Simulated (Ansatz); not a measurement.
Runs of Ansatz 0.2.0 on SiNi. Symmetry: P2_13, No. 198, cubic system. Conventional cell: a = 4.504 Å, b = 4.504 Å, c = 4.504 Å, α = 90.00°, β = 90.00°, γ = 90.00°. Ni (site symmetry 3) is surrounded by 7 Si at 2.36 to 2.44 Å. Around Si (site symmetry 3) lie 7 Ni at 2.36 to 2.44 Å. The cell is a database's computed one.

| level | gap on the mesh (eV) | pressure (GPa) | moment (μB) | relaxed volume (Å³/atom) |
| --- | --- | --- | --- | --- |
| PBEsol+D3(BJ) | none | 0.0 | 0.00 | 10.80 |
| PBE | none | 0.0 | 0.00 | 11.53 |
| revPBE+D4 | none | 0.0 | 0.00 | (a) |
| RPBE+D3(BJ) | none | 0.0 | 0.00 | 9.95 |

Alike in all rows: task relaxation of cell and atoms; potentials or basis Ansatz PAW; spin collinear, ferromagnetic start; cell relaxed; k mesh 6 × 6 × 6; cutoff (eV) 420; smearing fermi-dirac 0.05 eV.

Estimate the missing entries.

(a) 10.97.

Caveats: the plane-wave basis is chosen anew once the cell has moved, so the energies of steps on either side of that aren't comparable; the starting moments weren't kept; pairwise dispersion overbinds metals, which lowers pressure and volume (some runs); the PAW data sets come from PBE, with cores solved anew for the run's functional, which leaves a small shift of forces and pressure (some runs).

A gap of «none» marks a metal or a gap under the smearing width.
